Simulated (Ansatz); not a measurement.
# CuAu (P4/mmm) in Ansatz: further runs

The runs below take CuAu through single point, equation of state, with PBEsol.

Program: Ansatz 0.2.0. These are calculated values, not measurements. Logs are shortened: lines on timing, memory, paths and dates and some standing lists are left out, and cuts for length are marked.

### 1 The structure

The structure is tetragonal, space group P4/mmm (No. 123). Conventional cell: a = 2.811 Å, b = 2.811 Å, c = 3.685 Å, α = 90.00°, β = 90.00°, γ = 90.00°. Au (site symmetry 4/mmm) has 8 Cu at 2.71 Å and 4 Au at 2.81 Å as nearest neighbours. Cu (site symmetry 4/mmm) has 8 Au at 2.71 Å and 4 Cu at 2.81 Å as nearest neighbours.

### 2 Single point, PBEsol, 13.68 Å³/atom (volume scaled by 0.94)

File input.yaml:

```yaml
crystal:
  lattice:
    - [2.7533711214, 0.0, 0.0]
    - [0.0, 2.7533711214, 0.0]
    - [0.0, 0.0, 3.6097748106]
  atoms:
    - { symbol: Au, position: [0.0, 0.0, 0.0] }
    - { symbol: Cu, position: [0.5, 0.5, 0.5] }
kpoints:
  mp_grid: { grid: [9, 9, 7] }
scf:
  occupations: { method: fermi_dirac, width: 0.05 }
hamiltonian:
  xc: pbesol
  pseudopotentials: { kind: all_electron, lapw: { basis_error: 0.001 } }
output:
  forces: true
  stress: true
  eigenvalues: true
```

Potentials or basis: all-electron LAPW, scalar-relativistic.

Launch:

```console
$ ansatz run input.yaml --threads 1 --pin off --max-ram 3072MiB --backend cpu --events-out ev --progress --plain --runs-dir out
```

Output:

```text
Warning: RAYON_NUM_THREADS=1 ignored (pool sized by the plan → 1); use --threads N
LAPW: plane waves up to 8.647 Å⁻¹, error target 1.0e-3 eV per atom; small_component_spin mean_spin; Cu in spheres of 1.297 Å, 19 of its electrons in bands, Dirac shells []; Au in spheres of 1.358 Å, 43 of its electrons in bands, Dirac shells [] (how accurate: hamiltonian.pseudopotentials.lapw.basis_error, Limitations)
Engine: ansatz 0.2.0, aarch64-unknown-linux-gnu
Pseudopotentials: kind: all_electron
Pseudopotential: Au, LAPW, valence charge 43, lapw/all_electron/scalar/gaussian/Au, Koelling and Harmon's equation, gaussian nucleus
Pseudopotential: Cu, LAPW, valence charge 19, lapw/all_electron/scalar/gaussian/Cu, Koelling and Harmon's equation, gaussian nucleus
Functional definition: PBEsol
  exchange = pbesol_x
  correlation = pbesol_c
Crystal: 2 atoms, lattice volume = 27.366 Å³
Basis set: ecut = 284.8855876989166 eV, 309 PW (Γ), exchange–correlation at level 2
Bands: 38, of which v1, the nominal top of the filled ones, is band 31 counted from 1 (30 counted from 0)
Symmetry: 16 space group operations
Space group: P4/mmm (ITA 123), of the structure as read, at distance tolerance 3.0e-5 Å
k-points: 60 of 567
Non-local potential: Au, projectors of the file, none
Non-local potential: Cu, projectors of the file, none
Initial density: superposition of atomic densities (chi_scale 0.1, normalization cell, long waves kept (reshape's long-wave potential 0.00 eV rms))
Initial wavefunctions: plane waves of lowest kinetic energy (no species holds an atomic orbital)
Functional: x = pbesol(κ = 0.804, μ = 0.12345679012345678), c = pbesol(β = 0.046)
iter 1 solved again at ethr=3.32e-4 eV; its pass at ethr=1.00e-1 eV (dr2=2.06e-1 eV) is discarded
SCF iter   1: F=—  HF=-562081.763222 eV  |F-HF|=—  |Δ(HF+E_count)|=         —  Δρ=3.74e-2  dr2=2.06e-1  ethr=3.32e-4  ⟨swp⟩=2.9  Hψ=14689  notcnv=0
preconditioner: auto → Kerker (q_TF=auto, 3.127 Å⁻¹)  [metal: Δε(μ)=0.094 eV  Ē_g=13.964 eV  σ=0.050 eV  W_gap=0.41  n_scr=14 (ndim 8)  ℏωp=33.3 eV  f_vac=0.000  D(μ)=0.71/eV (n_scr^D=2)]
SCF iter   2: F=—  HF=-562082.037289 eV  |F-HF|=—  |Δ(HF+E_count)|=   2.74e-1  Δρ=2.74e-2  dr2=3.81e-1  ethr=3.32e-4  ⟨swp⟩=3.0  Hψ=7410  notcnv=0
SCF iter   3: F=—  HF=-562080.705010 eV  |F-HF|=—  |Δ(HF+E_count)|=    1.33e0  Δρ=1.10e-2  dr2=2.57e-2  ethr=3.32e-4  ⟨swp⟩=2.9  Hψ=6762  notcnv=0
SCF iter   4: F=—  HF=-562080.687465 eV  |F-HF|=—  |Δ(HF+E_count)|=   1.75e-2  Δρ=8.28e-3  dr2=2.20e-2  ethr=4.14e-5  ⟨swp⟩=2.0  Hψ=6546  notcnv=0
SCF iter   5: F=—  HF=-562080.682346 eV  |F-HF|=—  |Δ(HF+E_count)|=   5.12e-3  Δρ=4.13e-3  dr2=5.69e-3  ethr=3.54e-5  ⟨swp⟩=2.0  Hψ=6488  notcnv=0
SCF iter   6: F=—  HF=-562080.682672 eV  |F-HF|=—  |Δ(HF+E_count)|=   3.26e-4  Δρ=1.77e-3  dr2=1.70e-3  ethr=9.18e-6  ⟨swp⟩=2.0  Hψ=6539  notcnv=0
iter 7 solved again at ethr=1.99e-7 eV; its pass at ethr=2.74e-6 eV (dr2=1.23e-4 eV) is discarded
SCF iter   7: F=—  HF=-562080.682165 eV  |F-HF|=—  |Δ(HF+E_count)|=   5.07e-4  Δρ=4.69e-4  dr2=1.23e-4  ethr=1.99e-7  ⟨swp⟩=2.0  Hψ=11172  notcnv=0
SCF iter   8: F=—  HF=-562080.682106 eV  |F-HF|=—  |Δ(HF+E_count)|=   5.86e-5  Δρ=2.34e-4  dr2=1.65e-5  ethr=1.98e-7  ⟨swp⟩=2.0  Hψ=6545  notcnv=0
SCF iter   9: F=—  HF=-562080.682106 eV  |F-HF|=—  |Δ(HF+E_count)|=   3.64e-7  Δρ=1.06e-4  dr2=6.05e-6  ethr=2.67e-8  ⟨swp⟩=2.0  Hψ=6545  notcnv=0
SCF iter  10: F=—  HF=-562080.682104 eV  |F-HF|=—  |Δ(HF+E_count)|=   2.12e-6  Δρ=2.98e-5  dr2=4.35e-7  ethr=9.76e-9  ⟨swp⟩=2.0  Hψ=6545  notcnv=0
SCF iter  11: F=—  HF=-562080.682104 eV  |F-HF|=—  |Δ(HF+E_count)|=   7.73e-8  Δρ=1.10e-5  dr2=3.16e-8  ethr=7.02e-10  ⟨swp⟩=2.0  Hψ=6545  notcnv=0
SCF iter  12: F=-562080.682104 eV  HF=-562080.682104 eV  |F-HF|=1.51e-8  |Δ(HF+E_count)|=   3.33e-8  Δρ=3.65e-6  dr2=3.44e-9  ethr=5.10e-11  ⟨swp⟩=2.0  Hψ=6545  notcnv=0
SCF 1 converged in 12 iterations: F = -562080.682104 eV  dr2 = 3.44e-9
SCF converged after 12 iterations
Free energy (F): -562080.682104 eV
Harris-Foulkes:  -562080.682104 eV  (|F-HF|=1.51e-8)
Internal energy: -562080.678516 eV  (E = F + TS)
E sigma→0 (E₀):  -562080.680310 eV
Entropy (-TS):   -0.003587 eV (-1.794 meV/atom)
Fermi energy:    23.130107 eV
--- Per-component energies (eV) ---
  E_band       = -4189.824058
  E_kinetic    = 635073.345117
  E_xc         = -11576.143927
  E_electrostatic = -1185577.879706  (all electrons and nuclei)
  E_smearing   = -0.003587  (= −TS)
  E_closure    = 0.000000  (closes the sum)
  E_atoms      = -562072.315016  (free atoms, spherical and without spin; not in F)
  Σ components = -562080.682104   (vs F -562080.682104, Δ=0.00e0)
  Basis errors (estimates in eV, not in F): energy 2.4e-4 per atom: plane waves 2.1e-4 (1.0e-4 summed), levels above the bands 1.5e-161, relativity 9.3e-9, radial functions 3.2e-5, core shells 9.8e-8; eigenvalues (radial functions only) 1.6e-6; not estimated: angular momenta, meshes, grids; target (lapw.basis_error) 1.0e-3; muffin-tin radii Cu 1.297 Å, Au 1.358 Å
--- Forces (eV/Å), atoms counted from 1 ---
  atom   1  Au    -0.00000000     0.00000000     0.00000000
  atom   2  Cu     0.00000000    -0.00000000    -0.00000000
  max |Σ_I F_I| component: 9.86e-32 eV/Å
--- Stress (GPa, compression-positive) ---
        7.604775      -0.000000      -0.000000
       -0.000000       7.604775      -0.000000
       -0.000000      -0.000000       6.424171
  P = ⅓ Tr σ = 7.2112 GPa (72.112 kbar)
--- Band table (eV; the first three rows and the last of 60) ---
  k-point 0: bands = ["-300.0336", "-300.0336", "-300.0296", "-300.0254", "-300.0063", "-88.9382", "-82.9531", "-56.0038", "-55.9950", "-55.9950", "-55.9901", "-55.9872", "-55.9783", "-55.9783", "-46.4847", "-46.4667", "-46.4667", "-34.3264", "-34.2513", "-34.2513", "12.7144", "16.0352", "16.1897", "18.8532", "18.8532", "20.0532", "20.1343", "20.9251", "21.4325", "21.6835", "21.6835", "25.1050", "31.7424", "33.3634", "33.3634", "40.4068", "40.5779", "40.6606"]
  k-point 1: bands = ["-300.0336", "-300.0336", "-300.0296", "-300.0254", "-300.0063", "-88.9382", "-82.9531", "-56.0038", "-55.9950", "-55.9950", "-55.9901", "-55.9872", "-55.9783", "-55.9783", "-46.4847", "-46.4666", "-46.4666", "-34.3279", "-34.2512", "-34.2512", "12.9739", "16.0851", "16.2827", "18.9101", "18.9101", "20.0562", "20.0990", "20.8459", "21.3797", "21.5061", "21.5061", "23.7418", "33.4823", "33.8804", "33.8804", "39.1365", "40.5143", "42.1596"]
  k-point 2: bands = ["-300.0336", "-300.0336", "-300.0296", "-300.0254", "-300.0063", "-88.9382", "-82.9531", "-56.0038", "-55.9950", "-55.9950", "-55.9901", "-55.9872", "-55.9783", "-55.9783", "-46.4848", "-46.4666", "-46.4666", "-34.3313", "-34.2512", "-34.2512", "13.6795", "16.2045", "16.5143", "19.0651", "19.0651", "19.8737", "20.2189", "20.5750", "21.0980", "21.0980", "21.2443", "21.5400", "35.2974", "35.2974", "36.7178", "38.2186", "40.3160", "42.0778"]
  k-point 59: bands = ["-300.0336", "-300.0336", "-300.0296", "-300.0254", "-300.0063", "-88.9351", "-82.9370", "-56.0031", "-55.9960", "-55.9960", "-55.9897", "-55.9874", "-55.9781", "-55.9781", "-46.4877", "-46.4877", "-46.4810", "-34.4272", "-34.4270", "-34.2980", "16.0986", "16.9608", "17.0391", "19.0298", "19.6909", "19.6916", "20.1598", "20.9148", "21.4217", "21.4304", "26.7761", "28.4111", "28.6007", "29.5504", "30.8266", "31.1179", "32.5637", "34.2271"]
```

Run time: 24 s. Hardware: 1 thread of Arm Neoverse V2, shared host; peak memory 0.4 GiB.

Results:

```
Free energy            : -562080.6821 eV
Pressure               : 7.2 GPa
Band gap on the k mesh : none (metal or under the smearing width)
```

### 3 Single point, PBEsol, 13.97 Å³/atom (volume scaled by 0.96)

input.yaml: that of step 2 with these lines changed.

```diff
@@ -2,5 +2,5 @@
   lattice:
-    - [2.7533711214, 0.0, 0.0]
-    - [0.0, 2.7533711214, 0.0]
-    - [0.0, 0.0, 3.6097748106]
+    - [2.7727616977, 0.0, 0.0]
+    - [0.0, 2.7727616977, 0.0]
+    - [0.0, 0.0, 3.6351965976]
   atoms:
```

Potentials or basis: all-electron LAPW, scalar-relativistic.

Launch:

```console
$ ansatz run input.yaml --threads 1 --pin off --max-ram 3072MiB --backend cpu --events-out ev --progress --plain --runs-dir out
```

It took 21 s on 1 thread of Arm Neoverse V2, shared host; peak memory 0.4 GiB.

The run converged. Its results:

* Free energy: -562080.7005 eV
* Pressure: 3.0 GPa
* Band gap on the k mesh: none (metal or under the smearing width)

### 4 Single point, PBEsol, 14.27 Å³/atom (volume scaled by 0.98)

input.yaml: that of step 3 with these lines changed.

```diff
@@ -2,5 +2,5 @@
   lattice:
-    - [2.7727616977, 0.0, 0.0]
-    - [0.0, 2.7727616977, 0.0]
-    - [0.0, 0.0, 3.6351965976]
+    - [2.7918847965, 0.0, 0.0]
+    - [0.0, 2.7918847965, 0.0]
+    - [0.0, 0.0, 3.6602677112]
   atoms:
```

Launch:

```console
$ ansatz run input.yaml --threads 1 --pin off --max-ram 3072MiB --backend cpu --events-out ev --progress --plain --runs-dir out
```

It took 24 s on 1 thread of Arm Neoverse V2, shared host; peak memory 0.4 GiB.

It converged, with:

```yaml
Free_energy: -562080.7044 eV
Pressure: -0.7 GPa
Band_gap_on_the_k_mesh: none (metal or under the smearing width)
```

### 5 Single point, PBEsol, 14.56 Å³/atom

input.yaml: that of step 4 with these lines changed.

```diff
@@ -2,5 +2,5 @@
   lattice:
-    - [2.7918847965, 0.0, 0.0]
-    - [0.0, 2.7918847965, 0.0]
-    - [0.0, 0.0, 3.6602677112]
+    - [2.8107494552, 0.0, 0.0]
+    - [0.0, 2.8107494552, 0.0]
+    - [0.0, 0.0, 3.685]
   atoms:
```

Launch:

```console
$ ansatz run input.yaml --threads 1 --pin off --max-ram 3072MiB --backend cpu --events-out ev --progress --plain --runs-dir out
```

Wall time 23 s (1 thread of Arm Neoverse V2, shared host); peak memory 0.4 GiB.

Results (log left out):

- Free energy: -562080.6958 eV
- Pressure: -4.0 GPa
- Band gap on the k mesh: none (metal or under the smearing width)

### 6 Single point, PBEsol, 14.85 Å³/atom (volume scaled by 1.02)

input.yaml: that of step 5 with these lines changed.

```diff
@@ -2,5 +2,5 @@
   lattice:
-    - [2.8107494552, 0.0, 0.0]
-    - [0.0, 2.8107494552, 0.0]
-    - [0.0, 0.0, 3.685]
+    - [2.8293642325, 0.0, 0.0]
+    - [0.0, 2.8293642325, 0.0]
+    - [0.0, 0.0, 3.7094046847]
   atoms:
```

Potentials or basis: all-electron LAPW, scalar-relativistic.

Launch:

```console
$ ansatz run input.yaml --threads 1 --pin off --max-ram 3072MiB --backend cpu --events-out ev --progress --plain --runs-dir out
```

It took 25 s on 1 thread of Arm Neoverse V2, shared host; peak memory 0.4 GiB.

Results (log left out):

```
Free energy            : -562080.6761 eV
Pressure               : -6.8 GPa
Band gap on the k mesh : none (metal or under the smearing width)
```

### 7 Single point, PBEsol, 15.14 Å³/atom (volume scaled by 1.04)

input.yaml: that of step 6 with these lines changed.

```diff
@@ -2,5 +2,5 @@
   lattice:
-    - [2.8293642325, 0.0, 0.0]
-    - [0.0, 2.8293642325, 0.0]
-    - [0.0, 0.0, 3.7094046847]
+    - [2.8477372423, 0.0, 0.0]
+    - [0.0, 2.8477372423, 0.0]
+    - [0.0, 0.0, 3.7334924031]
   atoms:
```

Launch:

```console
$ ansatz run input.yaml --threads 1 --pin off --max-ram 3072MiB --backend cpu --events-out ev --progress --plain --runs-dir out
```

It took 25 s on 1 thread of Arm Neoverse V2, shared host; peak memory 0.4 GiB.

Results (log left out):

- Free energy: -562080.6468 eV
- Pressure: -9.3 GPa
- Band gap on the k mesh: none (metal or under the smearing width)

### 8 Single point, PBEsol, 15.43 Å³/atom (volume scaled by 1.06)

input.yaml: that of step 7 with these lines changed.

```diff
@@ -2,5 +2,5 @@
   lattice:
-    - [2.8477372423, 0.0, 0.0]
-    - [0.0, 2.8477372423, 0.0]
-    - [0.0, 0.0, 3.7334924031]
+    - [2.8658761851, 0.0, 0.0]
+    - [0.0, 2.8658761851, 0.0]
+    - [0.0, 0.0, 3.7572732506]
   atoms:
```

Launch:

```console
$ ansatz run input.yaml --threads 1 --pin off --max-ram 3072MiB --backend cpu --events-out ev --progress --plain --runs-dir out
```

Run time: 25 s. Hardware: 1 thread of Arm Neoverse V2, shared host; peak memory 0.4 GiB.

It converged, with:

| Item | Value |
| --- | --- |
| Free energy | -562080.6090 eV |
| Pressure | -11.4 GPa |
| Band gap on the k mesh | none (metal or under the smearing width) |

### 9 Equation of state, PBEsol

Potentials or basis: all-electron LAPW, scalar-relativistic.

This step only gathers the single runs of the series.

Results:

| Item | Value |
| --- | --- |
| Equilibrium volume | 14.21 Å³/atom |
| Bulk modulus at fixed shape and positions | 174 GPa |
| Pressure derivative of the bulk modulus | 5.5 |

Energy against volume, from the lowest point:
| volume (Å³/atom) | energy (meV/atom) |
| --- | --- |
| 13.683 | 11.16 |
| 13.974 | 1.98 |
| 14.265 | 0.00 |
| 14.556 | 4.32 |
| 14.847 | 14.17 |
| 15.139 | 28.83 |
| 15.430 | 47.69 |

Caveat: the cell was scaled at fixed shape and fractional positions, which overstates the stiffness of a crystal with free parameters, most of all of layers and chains. Spin-orbit coupling is left out, which matters for the levels of Au.
